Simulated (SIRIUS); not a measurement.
**Ni under changes of volume**

One of the cells (10.780 Å³/atom); the others are scaled copies at fixed shape and fractional positions:

```
Ni
1.0
     2.46424    0.00000    0.00000
    -1.23212    2.13409    0.00000
     0.00000    0.00000    4.09978
Ni
2
Direct
  0.66667 0.33333 0.75000
  0.33333 0.66667 0.25000
```

This isn't the form of Ni at room conditions, which is fcc.

```yaml
Program: SIRIUS 7.12.0
Functional: PBEsol
Potentials_or_basis: all-electron FP-LAPW
Cutoff: 212 eV
Basis: apw+lo standard
k_mesh: 12 × 12 × 7
Occupations: fermi-dirac, width 0.05 eV
Spin: collinear spin, ferromagnetic start
Starting_moments: "[1.0, 1.0] μB"
```

```tsv
volume (Å³/atom)	energy over the lowest point (meV/atom)	moment (μB per cell)
9.935	16.18	1.22
10.146	4.61	1.24
10.357	0.00	1.27
10.780	9.07	1.31
10.992	?	?
11.203	37.70	1.34
```

Task: What does the run at 10.992 Å³/atom give?

Result: Energy over the lowest point 21.21 meV/atom; moment 1.32 μB per cell.

Worked out: A Birch-Murnaghan fit of order 3 (a polynomial in V^(-2/3)) to the other rows has its minimum at 10.40 Å³/atom with B0 = V·E''(V) = 228 GPa and B' = 5.2 at fixed shape and positions, which overstates the stiffness. It gives 21.26 meV/atom at 10.992 Å³/atom, against the run's 21.21. A straight line through the other rows of the moment, of slope 0.0963 μB per Å³/atom, gives 1.32 μB, against the run's 1.32.

Energies are extrapolated to zero smearing.
